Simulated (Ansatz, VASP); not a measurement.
## HfN in VASP and in Ansatz

INCAR

```
  ALGO = Normal
  EDIFF = 1E-6
  ENCUT = 520
  GGA = PS
  ISIF = 2
  ISMEAR = 0
  LASPH = T
  LCHARG = T
  LELF = T
  LREAL = F
  LVHAR = T
  LWAVE = F
  NBANDS = 14
  NELM = 100
  PREC = Accurate
  SIGMA = 0.15
```

File KPOINTS:

```
k-points
0
Gamma
  18 18 18
```

POSCAR

```
HfN
1.0
    0.0000000000      2.2815900000      2.2590000000
    2.2815900000      0.0000000000      2.2590000000
    2.2815900000      2.2815900000      0.0000000000
Hf N
1 1
Direct
    0.0000000000      0.0000000000      0.0000000000
    0.5000000000      0.5000000000      0.5000000000
```

Input for Ansatz:

```yaml
crystal:
  lattice:
    - [0.0, 2.28159, 2.259]
    - [2.28159, 0.0, 2.259]
    - [2.28159, 2.28159, 0.0]
  atoms:
    - { symbol: Hf, position: [0.0, 0.0, 0.0] }
    - { symbol: "N", position: [0.5, 0.5, 0.5] }
basis:
  ecutwfc: 420
kpoints:
  mp_grid: { grid: [18, 18, 18] }
hamiltonian:
  xc: pbesol
scf:
  occupations: { method: gaussian, width: 0.15 }
output:
  forces: true
  stress: true
  eigenvalues: true
```

Change from the starting cell: strain +0.0100 x Voigt [1, 1, 0, 0, 0, 0], atoms carried along.

Alike in both runs: task single point; functional PBEsol; k mesh 18 × 18 × 18; occupations gaussian, width 0.15 eV; no spin polarisation.

|  | VASP | Ansatz |
| --- | --- | --- |
| version | VASP 6.6.1 | Ansatz 0.2.0 |
| potentials or method | VASP PAW PBE potentials, release 64 (Hf_pv, N) | scalar-relativistic, plane waves, PAW |
| plane-wave cutoff (eV) | 520 | 420 |
| valence electrons in the cell | 15 | 31 |

```csv
,VASP,Ansatz,Ansatz less VASP
gap on the k mesh at the Fermi level (eV),none,none,-
pressure (GPa),-10.2,-8.1,+2.12
largest component of the traceless stress (GPa),2.87,2.90,+0.029
```

A gap of «none» marks a metal or a gap that the smearing closes. With one functional, cell and mesh, what is left measures potentials, basis and numerics. The two sets of potentials don't hold the same shells in valence.

Caveats: the PAW data sets were made with another functional, which shifts forces and pressure a little (VASP). Spin-orbit coupling is left out, which matters for the levels of Hf.
